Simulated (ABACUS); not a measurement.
The system is PbSe (Clausthalite).

```
Pb Se
1.0
     0.00000    3.06065    3.06065
     3.06065    0.00000    3.06065
     3.06065    3.06065    0.00000
Pb Se
1 1
Direct
  0.00000 0.00000 0.00000
  0.50000 0.50000 0.50000
```

Base run:

```yaml
Program: ABACUS 3.10.1
Functional: PBE
Potentials_or_basis: PseudoDojo NC SR 0.4.1 PBE standard
Cutoff: 1184 eV
Density_cutoff: 4735 eV
Basis: plane waves
k_mesh: 8 × 8 × 8
Occupations: fermi-dirac, width 0.05 eV
Spin: no spin polarisation
```

Its results: band gap on the k mesh 0.30 eV, direct; pressure 2.4 GPa.

Q: The run is repeated on the same cell with these changes: cutoff from 1184 eV to 1361 eV; density cutoff from 4735 eV to 5442 eV; basis from plane waves to DZP LCAO (the cutoffs set its grid). What comes out?

A: Band gap on the k mesh 0.50 eV, direct; pressure 3.4 GPa.

Caveats: spin-orbit coupling is left out, which as a rule narrows the gap of such compounds by several tenths of an eV; the atomic orbitals were generated for these runs and aren't a published set (some runs); the basis of atomic orbitals isn't converged, which shifts pressures, moduli and gaps (some runs).

A k mesh can miss the band edges.

Not every run made on this cell is shown here.
